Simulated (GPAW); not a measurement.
Co in GPAW: the effect of starting spin order

The system is Co.

```
Co
1.0
     2.48736    0.00000    0.00000
    -1.24368    2.15412    0.00000
     0.00000    0.00000    4.06329
Co
2
Direct
  0.33333 0.66667 0.74014
  0.66667 0.33333 0.25986
```

Alike in all runs:

* Program: GPAW 26.7.0
* Task: single point
* Functional: PBEsol
* Potentials or basis: PAW data sets generated in the run's folder for this functional
* Cutoff: 600 eV
* Basis: pw
* k mesh: 12 × 12 × 7
* Occupations: fermi-dirac, width 0.05 eV

**Question.** One run gave: energy over the lowest run 227.2 meV/atom; pressure -20.6 GPa; largest force 0.57 eV/Å; final net moment 0.00 μB; final largest site moment 0.00 μB. Which starting spin order did it use?
A. fm  larger moments
B. afm
C. fm
D. afm larger moments
E. nm

**Answer.** E.

```csv
starting spin order,spin,starting moments,energy over the lowest run (meV/atom),pressure (GPa),largest force (eV/Å),final net moment (μB),final largest site moment (μB)
nm,no spin polarisation,-,227.2,-20.6,0.57,0.00,0.00
fm,"collinear spin, ferromagnetic start","[2.0, 2.0] μB",0.0,-9.0,0.48,3.26,1.70
afm,"collinear spin, antiferromagnetic start","[2.0, -2.0] μB",223.8,-16.2,0.58,0.00,0.90
fm  larger moments,"collinear spin, ferromagnetic start","[3.5, 3.5] μB",0.0,-9.0,0.48,3.26,1.70
afm larger moments,"collinear spin, antiferromagnetic start","[3.5, -3.5] μB",223.8,-16.2,0.58,0.00,0.90
```
